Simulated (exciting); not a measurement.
# MgS (Niningerite) (Fm-3m) in exciting: single point with PBE

Aim: the single point of MgS (Niningerite) with PBE.

Program: exciting (release sodium). These are calculated values, not measurements. Logs are shortened: lines on timing, memory, paths and dates and some standing lists are left out, and cuts for length are marked.

## Step 1: The crystal as given

Symmetry: Fm-3m, No. 225, cubic system. The conventional cell has a = 5.203 Å, b = 5.203 Å, c = 5.203 Å, α = 90.00°, β = 90.00°, γ = 90.00°. S (site symmetry m-3m) is surrounded by 6 Mg at 2.60 Å. Mg (site symmetry m-3m) has 6 S at 2.60 Å as nearest neighbours.

## Step 2: Single point, PBE

input.xml reads:

```xml
<input>
  <title>MgS</title>
  <structure speciespath="./" tshift="false">
    <crystal scale="1">
      <basevect>0.000000000000 4.916405972133 4.916405972133</basevect>
      <basevect>4.916405972133 0.000000000000 4.916405972133</basevect>
      <basevect>4.916405972133 4.916405972133 0.000000000000</basevect>
    </crystal>
    <species speciesfile="S.xml" rmt="1.9">
      <atom coord="0.500000000000 0.500000000000 0.500000000000"/>
    </species>
    <species speciesfile="Mg.xml" rmt="2">
      <atom coord="0.000000000000 0.000000000000 0.000000000000"/>
    </species>
  </structure>
  <groundstate do="fromscratch" ngridk="6 6 6" rgkmax="6.5" gmaxvr="14" lmaxapw="10" lmaxmat="10" lmaxvr="8" xctype="GGA_PBE" stype="Gaussian" swidth="0.00183747" nempty="10" ValenceRelativity="iora*" epsengy="1e-05" epspot="1e-05" maxscl="60" tforce="true" outputlevel="high"/>
</input>
```

Potentials or basis: all-electron LAPW+lo, shipped species files, valence relativity iora*.

On the command line:

```
> OMP_NUM_THREADS=1 exciting_smp
```

INFO.OUT:

```text
================================================================================
EXCITING SODIUM started
[... 10 lines left out ...]

 Lattice vectors (cartesian) :
      0.0000000000      4.9164059721      4.9164059721
      4.9164059721      0.0000000000      4.9164059721
      4.9164059721      4.9164059721      0.0000000000

 Reciprocal lattice vectors (cartesian) :
     -0.6390018789      0.6390018789      0.6390018789
      0.6390018789     -0.6390018789      0.6390018789
      0.6390018789      0.6390018789     -0.6390018789

 Unit cell volume                           :     237.6693663611
 Brillouin zone volume                      :       1.0436776823

 Species :    1 (S)
     parameters loaded from                 :    S.xml
     name                                   :    sulphur
     nuclear charge                         :     -16.00000000
     electronic charge                      :      16.00000000
     atomic mass                            :   58452.74216000
     muffin-tin radius                      :       1.90000000
     # of radial points in muffin-tin       :     300

     atomic positions (lattice) :
       1 :   0.50000000  0.50000000  0.50000000

 Species :    2 (Mg)
     parameters loaded from                 :    Mg.xml
     name                                   :    magnesium
     nuclear charge                         :     -12.00000000
     electronic charge                      :      12.00000000
     atomic mass                            :   44305.30463000
     muffin-tin radius                      :       2.00000000
     # of radial points in muffin-tin       :     300

     atomic positions (lattice) :
       1 :   0.00000000  0.00000000  0.00000000

 Total number of atoms per unit cell        :       2

 Spin treatment                             :    spin-unpolarised

 Number of Bravais lattice symmetries       :      48
 Number of crystal symmetries               :      48

 k-point grid                               :       6    6    6
 Total number of k-points                   :      16
 k-point set is reduced with crystal symmetries

 R^MT_min * |G+k|_max (rgkmax)              :       6.50000000
 Species with R^MT_min                      :       1 (S)
 Maximum |G+k| for APW functions            :       3.42105263
 Maximum |G| for potential and density      :      14.00000000
 Polynomial order for pseudochg. density    :       9

 G-vector grid sizes                        :      32    32    32
 Total number of G-vectors                  :   11017

 Maximum angular momentum used for
     APW functions                          :      10
     computing H and O matrix elements      :      10
     potential and density                  :       8
     inner part of muffin-tin               :       2

 Total nuclear charge                       :     -28.00000000
 Total electronic charge                    :      28.00000000
 Total core charge                          :      12.00000000
 Total valence charge                       :      16.00000000

 Effective Wigner radius, r_s               :       1.26544184

 Number of empty states                     :      10
 Total number of valence states             :      19

 Maximum Hamiltonian size                   :     181
 Maximum number of plane-waves              :     169
 Total number of local-orbitals             :      12

 Exchange-correlation type                  :      20
     Perdew-Burke-Ernzerhof, Phys. Rev. Lett. 77, 3865 (1996)
     Generalised gradient approximation (GGA)

 Smearing scheme                            :    Gaussian
 Smearing width                             :       0.00183747

[... 7 lines left out ...]
* Groundstate module started                                                   *
********************************************************************************
 Output level for this task is set to high

++++++++++++++++++++++++++++++++++++++++++++++++++++++++++++++++++++++++++++++++
[... 5 lines left out ...]
+ SCF iteration number :    1                                                  +
++++++++++++++++++++++++++++++++++++++++++++++++++++++++++++++++++++++++++++++++
 Total energy                               :      -601.33809131
 _______________________________________________________________
 Fermi energy                               :         0.19307114
 Kinetic energy                             :       600.97623808
 Coulomb energy                             :     -1160.03230821
 Exchange energy                            :       -41.19946062
 Correlation energy                         :        -1.08256056
 Sum of eigenvalues                         :      -328.24037166
 Effective potential energy                 :      -929.21660974
 Coulomb potential energy                   :      -874.59678927
 xc potential energy                        :       -54.61982047
 Hartree energy                             :       185.65011947
 Electron-nuclear energy                    :     -1245.89702821
 Nuclear-nuclear energy                     :       -99.78539947
 Madelung energy                            :      -722.73391358
 Core-electron kinetic energy               :         0.00000000

 DOS at Fermi energy (states/Ha/cell)       :         0.00000000

 Electron charges :
     core                                   :        12.00000000
     core leakage                           :         0.00051049
     valence                                :        16.00000000
     interstitial                           :         3.92973391
     charge in muffin-tin spheres :
                  atom     1     S          :        13.85517932
                  atom     2    Mg          :        10.21508677
     total charge in muffin-tins            :        24.07026609
     total charge                           :        28.00000000
[... 867 lines left out ...]
 Electron charges :
     core                                   :        12.00000000
     core leakage                           :         0.00052057
     valence                                :        16.00000000
     interstitial                           :         4.10744659
     charge in muffin-tin spheres :
                  atom     1     S          :        13.62587363
                  atom     2    Mg          :        10.26667978
     total charge in muffin-tins            :        23.89255341
     total charge                           :        28.00000000

 Estimated fundamental gap                  :         0.10245055
        valence-band maximum at    1      0.0000  0.0000  0.0000
     conduction-band minimum at   13      0.5000  0.5000  0.0000

 RMS change in effective potential (target) :  0.171193E-08  ( 0.100000E-04)
 Absolute change in total energy   (target) :  0.346427E-06  ( 0.100000E-04)
 Charge distance                   (target) :  0.236469E-08  ( 0.100000E-04)
 Abs. change in max-nonIBS-force   (target) :   0.00000      ( 0.500000E-04)

++++++++++++++++++++++++++++++++++++++++++++++++++++++++++++++++++++++++++++++++
| Convergency criteria checked for the last 2 iterations                       +
| Convergence targets achieved. Performing final SCF iteration                 +
++++++++++++++++++++++++++++++++++++++++++++++++++++++++++++++++++++++++++++++++
 Total energy                               :      -599.63503771
 _______________________________________________________________
 Fermi energy                               :         0.20851841
 Kinetic energy                             :       601.55417243
 Coulomb energy                             :     -1159.01454619
 Exchange energy                            :       -41.08922140
 Correlation energy                         :        -1.08544255
 Sum of eigenvalues                         :      -327.71179870
 Effective potential energy                 :      -929.26597113
 Coulomb potential energy                   :      -874.78677668
 xc potential energy                        :       -54.47919445
 Hartree energy                             :       184.44237004
 Electron-nuclear energy                    :     -1243.67151676
 Nuclear-nuclear energy                     :       -99.78539947
 Madelung energy                            :      -721.62115785
 Core-electron kinetic energy               :         0.00000000

 DOS at Fermi energy (states/Ha/cell)       :         0.00000000

 Electron charges :
     core                                   :        12.00000000
     core leakage                           :         0.00052057
     valence                                :        16.00000000
     interstitial                           :         4.10744658
     charge in muffin-tin spheres :
                  atom     1     S          :        13.62587364
                  atom     2    Mg          :        10.26667978
     total charge in muffin-tins            :        23.89255342
     total charge                           :        28.00000000

 Estimated fundamental gap                  :         0.10245055
        valence-band maximum at    1      0.0000  0.0000  0.0000
     conduction-band minimum at   13      0.5000  0.5000  0.0000

++++++++++++++++++++++++++++++++++++++++++++++++++++++++++++++++++++++++++++++++
+ Self-consistent loop stopped                                                 +
++++++++++++++++++++++++++++++++++++++++++++++++++++++++++++++++++++++++++++++++
 STATE.OUT is written

--------------------------------------------------------------------------------
- Writing atomic positions and forces                                          -
--------------------------------------------------------------------------------

 Atomic positions (lattice) :
 atom     1   S  :     0.50000000    0.50000000    0.50000000
 atom     2  Mg  :     0.00000000    0.00000000    0.00000000

 Total atomic forces including IBS (cartesian) :
 atom     1   S  :     0.00000000    0.00000000    0.00000000
 atom     2  Mg  :    -0.00000000   -0.00000000   -0.00000000

 Atomic force components including IBS (cartesian) :
 atom     1   S  :    -0.00000000   -0.00000000   -0.00000000   HF force
                 :     0.00000000    0.00000000    0.00000000   core correction
                 :     0.00000000   -0.00000000    0.00000000   IBS correction
 atom     2  Mg  :     0.00000000    0.00000000    0.00000000   HF force
                 :    -0.00000000   -0.00000000   -0.00000000   core correction
                 :    -0.00000000    0.00000000   -0.00000000   IBS correction

********************************************************************************
* Groundstate module stopped                                                   *
********************************************************************************

================================================================================
| EXCITING SODIUM stopped                                                      =
================================================================================
```

Run time: 21 s. Hardware: 1 thread of Intel Xeon 6975P-C (Granite Rapids), shared host; peak memory 0.13 GiB.

Results:

| Quantity | Value |
| --- | --- |
| Free energy | -16316.9006 eV |
| Band gap on the k mesh | 2.79 eV, indirect (least direct gap 3.72 eV) |
| All electrons inside the program's atomic spheres | S 13.63; Mg 10.27 (radii S 1.9, Mg 2.0 bohr) |

A k mesh can miss the band edges. PBE gaps usually lie below the measured ones, often by a third to a half.
